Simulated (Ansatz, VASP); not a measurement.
# Be in VASP and in Ansatz

```xyz
1
Lattice="0.0000 1.5791 1.5791 1.5791 0.0000 1.5791 1.5791 1.5791 0.0000" Properties=species:S:1:pos:R:3 pbc="T T T"
Be    0.0000    0.0000    0.0000
```

The cell was built by a generator and needn't be a form met in nature.

Alike in both runs: task relaxation of cell and atoms; functional revPBE; dispersion D3(BJ); k mesh 14 × 14 × 14; occupations fermi-dirac, width 0.05 eV; no spin polarisation.

|  | VASP | Ansatz |
| --- | --- | --- |
| version | VASP 6.6.1 | Ansatz 0.2.0 |
| potentials or method | VASP PAW PBE potentials, release 64 (Be) | Ansatz PAW |
| plane-wave cutoff (eV) | 600 | 420 |
| valence electrons in the cell | 2 | 2 |

```csv
,VASP,Ansatz,Ansatz less VASP
"gap on the k mesh at the Fermi level, each at its own relaxed structure (eV)",none,none,-
relaxed volume (Å³/atom),7.07,7.06,-0.009
relaxed cell length with the largest relative difference (Å),2.154,2.153,-0.0009
energy change over the relaxation (meV/atom),-35,-35,-0.2
```

A gap of «none» marks a metal or a gap that the smearing closes.

Caveats: pairwise dispersion overbinds metals, which lowers pressure and volume; the PAW data sets were made with another functional, which shifts forces and pressure a little (VASP); the plane-wave basis is chosen anew once the cell has moved, so the energies of steps on either side of that aren't comparable (Ansatz); the PAW data sets come from PBE, with cores solved anew for the run's functional, which leaves a small shift of forces and pressure (Ansatz).
